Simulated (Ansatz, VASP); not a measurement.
# Se: VASP beside Ansatz

File INCAR:

```
SYSTEM = Se
PREC = Accurate ; ENCUT = 520
EDIFF = 1E-7 ; ISMEAR = 0
SIGMA = 0.1 ; LREAL = .False.
LASPH = .True. ; NELM = 100
ALGO = Normal ; ISIF = 2
LWAVE = .False. ; LCHARG = .True.
GGA = PE ; LELF = .True.
LVHAR = .True. ; NBANDS = 20
```

Contents of KPOINTS:

```
Automatic mesh
0
Gamma
  4 2 6
  0 0 0
```

Contents of POSCAR:

```
Se
1.0
    4.8681583976      0.0000000000      0.0000000000
    0.0000000000      7.9093295400      0.0000000000
    0.0000000000      0.0000000000      2.7402019956
Se
4
Direct
    0.6740806000      0.4010458100      0.2638364000
    0.8259194000      0.9010458100      0.7361636000
    0.3259194000      0.5989541900      0.2638364000
    0.1740806000      0.0989541900      0.7361636000
```

Input for Ansatz:

```yaml
crystal:
  lattice:
    - [4.8681583976, 0.0, 0.0]
    - [0.0, 7.90932954, 0.0]
    - [0.0, 0.0, 2.7402019956]
  atoms:
    - { symbol: Se, position: [0.6740806, 0.40104581, 0.2638364] }
    - { symbol: Se, position: [0.8259194, 0.90104581, 0.7361636] }
    - { symbol: Se, position: [0.3259194, 0.59895419, 0.2638364] }
    - { symbol: Se, position: [0.1740806, 0.09895419, 0.7361636] }
basis:
  ecutwfc: 420
kpoints:
  mp_grid: { grid: [4, 2, 6] }
hamiltonian:
  xc: pbe
scf:
  occupations: { method: gaussian, width: 0.1 }
output:
  forces: true
  stress: true
  eigenvalues: true
```

This isn't the form of Se at room conditions, which is trigonal, of chains.

Alike in both runs: task single point; functional PBE; k mesh 4 × 2 × 6; occupations gaussian, width 0.1 eV; no spin polarisation.

|  | VASP | Ansatz |
| --- | --- | --- |
| version | VASP 6.6.1 | Ansatz 0.2.0 |
| potentials or method | VASP PAW PBE potentials, release 64 (Se) | scalar-relativistic, plane waves, PAW |
| plane-wave cutoff (eV) | 520 | 420 |
| valence electrons in the cell | 24 | 64 |

|  | VASP | Ansatz | Ansatz less VASP |
| --- | --- | --- | --- |
| gap on the k mesh at the Fermi level (eV) | none | none | - |
| pressure (GPa) | 1.9 | 1.8 | -0.09 |
| largest component of the traceless stress (GPa) | 6.29 | 6.35 | +0.060 |
| rms of the force components (eV/Å) | 0.280 | 0.299 | +0.0190 |

Atom by atom the forces differ by 0.019 eV/Å (rms over components). A gap of «none» marks a metal or a gap that the smearing closes. The two sets of potentials don't hold the same shells in valence.

Caveats: the k mesh is coarse (spacing up to 0.40 Å⁻¹), so the values aren't converged.
